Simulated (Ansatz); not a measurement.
# Pt(100) / 3 layers Rh(100) / Pt(100): resistance against film thickness, part 2 of 2

Wanted: interface resistance and thickness dependence for Pt(100) / 3 layers Rh(100) / Pt(100).

Ansatz 0.2.0; Ansatz plane-wave DFT, PBEsol, PAW files; ballistic transport by layer matching (Landauer), zero bias.

So far. Step 2 (With 3 layers): The lead's potential steps by 3.2 meV from period to period, small in itself. The program estimates the junction's conductance to 5.1 % from the k-mesh, 1.8 % from the leads' distance from neutral and 1.8 % from their steps. Step 3 (With 5 layers, k-mesh 14×14×1, film layers 5): The conductance of the junction is 1.4e15 S/m², 10 % under the 1.5e15 S/m² of the last finished run.

## 4. With 6 layers, k-mesh 13×13×1, film layers 6

The stack now holds 6 film layers; the k-mesh follows the cell, and the energies span -0.27 to 0.27 eV.

System of this step: Pt(100) / 6 layers Rh(100) / Pt(100). The cell holds 14 atoms: 8 Pt and 6 Rh. Its edges and angles: a = 2.773 Å, b = 2.773 Å, c = 26.416 Å, α = 90.0°, β = 90.0°, γ = 90.0°. It derives from Pt and Rh. Regions: lead, 8 atoms (8 Pt); films, 6 atoms (6 Rh). The structure is stacked along c, and the current runs across the ab planes.

Contents of input.yaml:

```yaml
crystal:
  lattice:
    - [2.7731313745, 0.0, 0.0]
    - [0.0, 2.7731313745, 0.0]
    - [0.0, 0.0, 26.4163077169]
  atoms:
    - { symbol: Pt, position: [0.0, 0.0, 0.0371153308] }
    - { symbol: Pt, position: [0.5, 0.5, 0.1113459925] }
    - { symbol: Pt, position: [0.0, 0.0, 0.1855766541] }
    - { symbol: Pt, position: [0.5, 0.5, 0.2598073158] }
    - { symbol: Rh, position: [0.0, 0.0, 0.3307688721] }
    - { symbol: Rh, position: [0.5, 0.5, 0.3984613233] }
    - { symbol: Rh, position: [0.0, 0.0, 0.4661537744] }
    - { symbol: Rh, position: [0.5, 0.5, 0.5338462256] }
    - { symbol: Rh, position: [0.0, 0.0, 0.6015386767] }
    - { symbol: Rh, position: [0.5, 0.5, 0.6692311279] }
    - { symbol: Pt, position: [0.0, 0.0, 0.7401926842] }
    - { symbol: Pt, position: [0.5, 0.5, 0.8144233459] }
    - { symbol: Pt, position: [0.0, 0.0, 0.8886540075] }
    - { symbol: Pt, position: [0.5, 0.5, 0.9628846692] }
kpoints:
  mp_grid: { grid: [13, 13, 1] }
hamiltonian:
  xc: pbesol
scf:
  occupations: { method: fermi_dirac, width: 0.1 }
output:
  transmission:
    leads: [[0, 1]]
    kmesh: [26, 26]
    e_range: [-0.27, 0.27]
    de: 0.036
  write_potential: true
  write_density: true
  volumetric_format: npy
```

Run with:

```
$ ansatz run input.yaml --threads 4 --pin off --max-ram 8192MiB --backend cpu --events-out ev --progress --plain --runs-dir out
```

Numbers of over 12 decimals in the logs are rounded to 6 here.

What it wrote:

```text
[...]
Crystal: 14 atoms, lattice volume = 203.148 Å³
Basis set: ecut = 420 eV, 4045 PW (Γ)
Bands: 148, of which v1, the nominal top of the filled ones, is band 123 counted from 1 (122 counted from 0)
Symmetry: 16 space group operations
[...]
k-points: 28 of 169
[...]
--- Transmission ---
  basis      : 69 plane waves across, 50 finite elements along
  points     : 105, standing for a mesh of 26 x 26
[...]
filled         : 7.1 meV over the level at which it is neutral
    channels       : 2.125740e0 a spin
[...]
slowest decay  : 0.0223 /Å at (0.4615, 0.0385)
  junction   : crystal 0 to crystal 0, 0.70 to 25.15 Å
    transmission   : 1.313330e0 a spin
[...]
resistance     : 2.8139e-4 Ω µm² beyond half of each lead's own
[key lines of the parts left out:]
SCF converged after 9 iterations
Free energy (F): -137103.185103 eV
Fermi energy:    22.828745 eV
```

It took 5.1 min on 4 threads of Arm Neoverse N1, shared host; peak memory 1.2 GiB.

Numbers from this step:

```
free energy                                                                : -137103.1851 eV
energy at zero smearing                                                    : -137102.8305 eV
Fermi energy                                                               : 22.83 eV
step of the lead's potential                                               : 8.2 meV
conductance of the junction                                                : 1.36e15 S/m²
junction conductance per cell                                              : 1.350 G₀
estimated errors of the junction's conductance                             : 0.2, 0.2, 4.7, 6.5, 1.1 % (energy step, band edges, k-mesh, leads' steps, distance from neutral)
area resistance that the stack adds (contact term taken off, spin by spin) : 0.2814 fΩ m²
```

Per spin. Transmission, zone mean against energy, zero at the Fermi level:

| energy (eV) | transmission, zone mean |
| --- | --- |
| -0.270 | 1.54 |
| -0.234 | 1.57 |
| -0.198 | 1.55 |
| -0.162 | 1.53 |
| -0.126 | 1.48 |
| -0.090 | 1.48 |
| -0.054 | 1.47 |
| -0.018 | 1.40 |
| 0.018 | 1.31 |
| 0.054 | 1.23 |
| 0.090 | 1.10 |
| 0.126 | 1.06 |
| 0.162 | 0.989 |
| 0.198 | 0.943 |
| 0.234 | 0.907 |
| 0.270 | 0.874 |

The conductance of the junction is 1.4e15 S/m², 0.57 % under the 1.4e15 S/m² of the last finished run, within the error estimates, leads' steps apart, of 4.8 and 4.7 %.

## 5. With 8 layers, k-mesh 13×13×1, film layers 8

The stack now holds 8 film layers; the k-mesh follows the cell, and the energies span -0.27 to 0.27 eV.

System of this step: Pt(100) / 8 layers Rh(100) / Pt(100). The cell holds 16 atoms: 8 Pt and 8 Rh. Its edges and angles: a = 2.773 Å, b = 2.773 Å, c = 29.993 Å, α = 90.0°, β = 90.0°, γ = 90.0°. It derives from Pt and Rh. Regions: lead, 8 atoms (8 Pt); films, 8 atoms (8 Rh). The structure is stacked along c, and the current runs across the ab planes.

input.yaml, the sections that differ from step 4:

```yaml
crystal:
  lattice:
    - [2.7731313745, 0.0, 0.0]
    - [0.0, 2.7731313745, 0.0]
    - [0.0, 0.0, 29.9926769559]
  atoms:
    - { symbol: Pt, position: [0.0, 0.0, 0.0326896463] }
    - { symbol: Pt, position: [0.5, 0.5, 0.0980689388] }
    - { symbol: Pt, position: [0.0, 0.0, 0.1634482313] }
    - { symbol: Pt, position: [0.5, 0.5, 0.2288275238] }
    - { symbol: Rh, position: [0.0, 0.0, 0.2913275238] }
    - { symbol: Rh, position: [0.5, 0.5, 0.3509482313] }
    - { symbol: Rh, position: [0.0, 0.0, 0.4105689388] }
    - { symbol: Rh, position: [0.5, 0.5, 0.4701896463] }
    - { symbol: Rh, position: [0.0, 0.0, 0.5298103537] }
    - { symbol: Rh, position: [0.5, 0.5, 0.5894310612] }
    - { symbol: Rh, position: [0.0, 0.0, 0.6490517687] }
    - { symbol: Rh, position: [0.5, 0.5, 0.7086724762] }
    - { symbol: Pt, position: [0.0, 0.0, 0.7711724762] }
    - { symbol: Pt, position: [0.5, 0.5, 0.8365517687] }
    - { symbol: Pt, position: [0.0, 0.0, 0.9019310612] }
    - { symbol: Pt, position: [0.5, 0.5, 0.9673103537] }
# kpoints, hamiltonian, scf, output: as in step 4
```

What it wrote:

```text
[...]
Crystal: 16 atoms, lattice volume = 230.651 Å³
Basis set: ecut = 420 eV, 4585 PW (Γ)
Bands: 168, of which v1, the nominal top of the filled ones, is band 140 counted from 1 (139 counted from 0)
Symmetry: 16 space group operations
[...]
k-points: 28 of 169
[...]
--- Transmission ---
  basis      : 69 plane waves across, 57 finite elements along
  points     : 105, standing for a mesh of 26 x 26
[...]
filled         : 7.4 meV over the level at which it is neutral
    channels       : 2.125740e0 a spin
[...]
slowest decay  : 0.0227 /Å at (0.4615, 0.0385)
  junction   : crystal 0 to crystal 0, 0.70 to 28.73 Å
    transmission   : 1.331082e0 a spin
[...]
resistance     : 2.8325e-4 Ω µm² beyond half of each lead's own
[key lines of the parts left out:]
SCF converged after 9 iterations
Free energy (F): -149780.586192 eV
Fermi energy:    22.758568 eV
```

It took 4.4 min on 4 threads; peak memory 1.4 GiB.

This step gave:

```yaml
free_energy: -149780.5862 eV
energy_at_zero_smearing: -149780.1784 eV
fermi_energy: 22.76 eV
step_of_the_lead_s_potential: 8 meV
junction_conductance_per_cell: 1.346 G₀
estimated_errors_of_the_junction_s_conductance: 0.7, 0.1, 5, 6.7, 1 % (energy step, band edges, k-mesh, leads' steps, distance from neutral)
area_resistance_that_the_stack_adds_contact_term_taken_off_spin_by_spin: 0.2832 fΩ m²
```

Per spin. The transmission, zone mean by energy, zero at the Fermi level:

| energy (eV) | transmission, zone mean |
| --- | --- |
| -0.270 | 1.46 |
| -0.234 | 1.46 |
| -0.198 | 1.44 |
| -0.162 | 1.43 |
| -0.126 | 1.38 |
| -0.090 | 1.45 |
| -0.054 | 1.45 |
| -0.018 | 1.40 |
| 0.018 | 1.33 |
| 0.054 | 1.22 |
| 0.090 | 1.12 |
| 0.126 | 1.08 |
| 0.162 | 1.03 |
| 0.198 | 1.00 |
| 0.234 | 0.956 |
| 0.270 | 0.925 |

The conductance of the junction is 1.4e15 S/m², 0.27 % under the 1.4e15 S/m² of the last finished run, within the error estimates, leads' steps apart, of 4.7 and 5 %.

## 6. With 10 layers, k-mesh 13×13×1, film layers 10

The stack now holds 10 film layers; the k-mesh follows the cell, and the energies span -0.27 to 0.27 eV.

System of this step: Pt(100) / 10 layers Rh(100) / Pt(100). The cell holds 18 atoms: 8 Pt and 10 Rh. Cell: a = 2.773 Å, b = 2.773 Å, c = 33.569 Å, α = 90.0°, β = 90.0°, γ = 90.0°. It derives from Pt and Rh. Regions: lead, 8 atoms (8 Pt); films, 10 atoms (10 Rh). The structure is stacked along c, and the current runs across the ab planes.

input.yaml, the sections that differ from step 5:

```yaml
crystal:
  lattice:
    - [2.7731313745, 0.0, 0.0]
    - [0.0, 2.7731313745, 0.0]
    - [0.0, 0.0, 33.5690461948]
  atoms:
    - { symbol: Pt, position: [0.0, 0.0, 0.0292069663] }
    - { symbol: Pt, position: [0.5, 0.5, 0.0876208988] }
    - { symbol: Pt, position: [0.0, 0.0, 0.1460348314] }
    - { symbol: Pt, position: [0.5, 0.5, 0.2044487639] }
    - { symbol: Rh, position: [0.0, 0.0, 0.2602901572] }
    - { symbol: Rh, position: [0.5, 0.5, 0.3135590111] }
    - { symbol: Rh, position: [0.0, 0.0, 0.3668278651] }
    - { symbol: Rh, position: [0.5, 0.5, 0.4200967191] }
    - { symbol: Rh, position: [0.0, 0.0, 0.473365573] }
    - { symbol: Rh, position: [0.5, 0.5, 0.526634427] }
    - { symbol: Rh, position: [0.0, 0.0, 0.5799032809] }
    - { symbol: Rh, position: [0.5, 0.5, 0.6331721349] }
    - { symbol: Rh, position: [0.0, 0.0, 0.6864409889] }
    - { symbol: Rh, position: [0.5, 0.5, 0.7397098428] }
    - { symbol: Pt, position: [0.0, 0.0, 0.7955512361] }
    - { symbol: Pt, position: [0.5, 0.5, 0.8539651686] }
    - { symbol: Pt, position: [0.0, 0.0, 0.9123791012] }
    - { symbol: Pt, position: [0.5, 0.5, 0.9707930337] }
# kpoints, hamiltonian, scf, output: as in step 5
```

What it wrote:

```text
[...]
Crystal: 18 atoms, lattice volume = 258.155 Å³
Basis set: ecut = 420 eV, 5149 PW (Γ)
Bands: 189, of which v1, the nominal top of the filled ones, is band 157 counted from 1 (156 counted from 0)
Symmetry: 16 space group operations
[...]
k-points: 28 of 169
[...]
--- Transmission ---
  basis      : 69 plane waves across, 64 finite elements along
  points     : 105, standing for a mesh of 26 x 26
[...]
filled         : 9.3 meV over the level at which it is neutral
    channels       : 2.102071e0 a spin
[...]
slowest decay  : 0.0242 /Å at (0.4615, 0.0385)
  junction   : crystal 0 to crystal 0, 0.70 to 32.31 Å
    transmission   : 1.278620e0 a spin
[...]
resistance     : 3.0539e-4 Ω µm² beyond half of each lead's own
[key lines of the parts left out:]
SCF converged after 9 iterations
Free energy (F): -162457.986905 eV
Fermi energy:    22.701255 eV
```

The job ended after 4.3 min (4 threads; peak memory 1.7 GiB).

This step gave:

```yaml
free_energy: -162457.9869 eV
energy_at_zero_smearing: -162457.5230 eV
fermi_energy: 22.70 eV
step_of_the_lead_s_potential: 7.9 meV
estimated_errors_of_the_lead_s_conductance: 0, 5, 1.6 % (band edges, k-mesh, distance from neutral)
lead_conductance_per_cell: 2.179 G₀
conductance_of_the_junction: 1.31e15 S/m²
junction_conductance_per_cell: 1.304 G₀
estimated_errors_of_the_junction_s_conductance: 0.7, 0, 5, 6.9, 1.3 % (energy step, band edges, k-mesh, leads' steps, distance from neutral)
area_resistance_that_the_stack_adds_contact_term_taken_off_spin_by_spin: 0.3054 fΩ m²
```

Per spin. The transmission, zone mean by energy, zero at the Fermi level:

| energy (eV) | transmission, zone mean |
| --- | --- |
| -0.270 | 1.45 |
| -0.234 | 1.48 |
| -0.198 | 1.48 |
| -0.162 | 1.48 |
| -0.126 | 1.46 |
| -0.090 | 1.48 |
| -0.054 | 1.41 |
| -0.018 | 1.35 |
| 0.018 | 1.28 |
| 0.054 | 1.21 |
| 0.090 | 1.09 |
| 0.126 | 1.05 |
| 0.162 | 1.04 |
| 0.198 | 0.968 |
| 0.234 | 0.931 |
| 0.270 | 0.876 |

The conductance of the junction is 1.3e15 S/m², 3.1 % under the 1.4e15 S/m² of the last finished run, within the error estimates, leads' steps apart, of 5 and 5 %.

## 7. Cost and result by level

Times are for 4 threads of Arm Neoverse N1, shared host. Results by setting:

| no. | film layers | area resistance that the stack adds (contact term taken off, spin by spin) (fΩ m²) | conductance of the junction (S/m²) | time | memory (GiB) |
| --- | --- | --- | --- | --- | --- |
| 1 | 3 | 0.2007 | 1.52e15 | 11 min | 1.6 |
| 2 | 5 | 0.2771 | 1.37e15 | 5.4 min | 1.4 |
| 3 | 6 | 0.2814 | 1.36e15 | 5.1 min | 1.2 |
| 4 | 8 | 0.2832 | 1.36e15 | 4.4 min | 1.4 |
| 5 | 10 | 0.3054 | 1.31e15 | 4.3 min | 1.7 |

## 8. With 5 layers

A repeat with a changed input, to see how far the result depends on it.

This step: Ansatz plane-wave DFT, PBEsol, PAW files; ballistic transport by layer matching (Landauer), zero bias; changed: output.transmission.temperature = 900.0 (Ansatz 0.2.0).

System of this step: Pt(100) / 5 layers Rh(100) / Pt(100). The cell holds 13 atoms: 8 Pt and 5 Rh. Cell: a = 2.773 Å, b = 2.773 Å, c = 24.706 Å, α = 86.8°, β = 86.8°, γ = 90.0°. It derives from Pt and Rh. Regions: lead, 8 atoms (8 Pt); films, 5 atoms (5 Rh). The structure is stacked along c, and the current runs across the ab planes.

Contents of input.yaml:

```yaml
crystal:
  lattice:
    - [2.7731313745, 0.0, 0.0]
    - [0.0, 2.7731313745, 0.0]
    - [1.3865656872, 1.3865656872, 24.6281230974]
  atoms:
    - { symbol: Pt, position: [0.9800949103, 0.9800949103, 0.0398101794] }
    - { symbol: Pt, position: [0.4402847308, 0.4402847308, 0.1194305383] }
    - { symbol: Pt, position: [0.9004745514, 0.9004745514, 0.1990508972] }
    - { symbol: Pt, position: [0.3606643719, 0.3606643719, 0.2786712561] }
    - { symbol: Rh, position: [0.8226074258, 0.8226074258, 0.3547851485] }
    - { symbol: Rh, position: [0.2863037129, 0.2863037129, 0.4273925742] }
    - { symbol: Rh, position: [0.75, 0.75, 0.5] }
    - { symbol: Rh, position: [0.2136962871, 0.2136962871, 0.5726074258] }
    - { symbol: Rh, position: [0.6773925742, 0.6773925742, 0.6452148515] }
    - { symbol: Pt, position: [0.1393356281, 0.1393356281, 0.7213287439] }
    - { symbol: Pt, position: [0.5995254486, 0.5995254486, 0.8009491028] }
    - { symbol: Pt, position: [0.0597152692, 0.0597152692, 0.8805694617] }
    - { symbol: Pt, position: [0.5199050897, 0.5199050897, 0.9601898206] }
kpoints:
  mp_grid: { grid: [14, 14, 1] }
hamiltonian:
  xc: pbesol
scf:
  occupations: { method: fermi_dirac, width: 0.1 }
output:
  transmission:
    leads: [[0, 1]]
    kmesh: [26, 26]
    e_range: [-0.27, 0.27]
    de: 0.036
    temperature: 900.0
  write_potential: true
  write_density: true
  volumetric_format: npy
```

What it wrote:

```text
[...]
Crystal: 13 atoms, lattice volume = 189.397 Å³
Basis set: ecut = 420 eV, 3775 PW (Γ)
Bands: 138, of which v1, the nominal top of the filled ones, is band 115 counted from 1 (114 counted from 0)
Symmetry: 4 space group operations
k-points: 57 of 196
[...]
SCF iter   1: F=—  HF=-130764.602739 eV  |F-HF|=—  |Δ(HF+E_count)|=         —  Δρ=2.26e-2  dr2=2.75e1  ethr=1.77e-3  ⟨swp⟩=5.2  Hψ=25739  notcnv=0  defer=301
[...]
SCF iter   9: F=-130764.470336 eV  HF=-130764.470336 eV  |F-HF|=2.51e-8  |Δ(HF+E_count)|=   3.30e-9  Δρ=9.59e-7  dr2=2.58e-8  ethr=4.37e-11  ⟨swp⟩=7.3  Hψ=15503  notcnv=0
SCF 1 converged in 9 iterations: F = -130764.470336 eV  dr2 = 2.58e-8
[...]
transmission: 861 of 8601 steps passed
transmission: 1723 of 8601 steps passed
[...]
transmission: 8601 of 8601 steps passed
SCF converged after 9 iterations
Free energy (F): -130764.470336 eV
[...]
Internal energy: -130763.804362 eV  (E = F + TS)
E sigma→0 (E₀):  -130764.137349 eV
Entropy (-TS):   -0.665974 eV (-51.229 meV/atom)
Fermi energy:    22.880180 eV
[...]
--- Band table (eV; the first three rows and the last of 57) ---
  k-point 0: bands = [... 111 lower, 22.2331, 22.3751, 22.4655, 22.6377, 22.6397, 22.7305, 22.7573, 22.7591, ... 19 higher]
  k-point 1: bands = [... 111 lower, 22.2180, 22.2485, 22.3017, 22.3093, 22.4050, 22.5638, 22.6027, 22.6290, ... 19 higher]
  k-point 2: bands = [... 111 lower, 21.9469, 22.2056, 22.2419, 22.2533, 22.2895, 22.3305, 22.5821, 22.8496, ... 19 higher]
  k-point 56: bands = [... 111 lower, 23.4379, 23.4422, 23.4698, 23.5185, 23.5187, 23.7395, 24.8388, 25.3977, ... 19 higher]
--- Transmission ---
  basis      : 69 plane waves across, 47 finite elements along
  points     : 183, standing for a mesh of 26 x 26
[...]
channels       : 2.125740e0 a spin
    conductance    : none, the energies end too early or step too widely for 900 K: set another output.transmission.e_range or a lower de, or, where they end at an eighth of basis.ecutwfc, a higher one
    slowest decay  : 0.0222 /Å at (-0.4615, 0.0385)
  junction   : crystal 0 to crystal 0, 0.70 to 23.37 Å
    transmission   : 1.332408e0 a spin
[...]
```

It took 3.2 min on 4 threads; peak memory 1.4 GiB.

This step gave:

```yaml
free_energy: -130764.4703 eV
energy_at_zero_smearing: -130764.1373 eV
fermi_energy: 22.88 eV
step_of_the_lead_s_potential: 5 meV
```

Per spin. Table of transmission, zone mean by energy, zero at the Fermi level:

| energy (eV) | transmission, zone mean |
| --- | --- |
| -0.270 | 1.51 |
| -0.234 | 1.55 |
| -0.198 | 1.55 |
| -0.162 | 1.50 |
| -0.126 | 1.45 |
| -0.090 | 1.45 |
| -0.054 | 1.47 |
| -0.018 | 1.40 |
| 0.018 | 1.33 |
| 0.054 | 1.25 |
| 0.090 | 1.12 |
| 0.126 | 1.07 |
| 0.162 | 1.03 |
| 0.198 | 0.977 |
| 0.234 | 0.950 |
| 0.270 | 0.928 |

With these settings the solved energies don't cover or resolve the Fermi function, so the program prints no conductance.

## 9. Outcome

- area resistance, 3 layers: 0.201 fΩ m²
- area resistance, 5 layers: 0.277 fΩ m²
- area resistance, 6 layers: 0.281 fΩ m²
- area resistance, 8 layers: 0.283 fΩ m²
- area resistance, 10 layers: 0.305 fΩ m²

What this shows: The stack adds 0.20 fΩ m² with 3 layers and 0.31 fΩ m² with 10. From 5 layers on no step exceeds the two runs' error estimates together, as expected where only the two interfaces scatter; half the mean, 0.14 fΩ m², is a rough coherent figure for one interface. Atoms sit on ideal sites and aren't relaxed. Spin-orbit coupling is left out, which matters for Pt. Rh(100) is stretched by 3.1 % in plane to fit Pt(100), at its own atomic volume.

[Logs are printed without paths, hosts, clocks, repeated set-up lines and the standing remarks that a program may print on its own settings, such as how far it seeks lower states.]

[Hosts, paths, dates, database ids (printed as entryN), source tags and the programs' standing remarks are cut or masked in the printed files.]
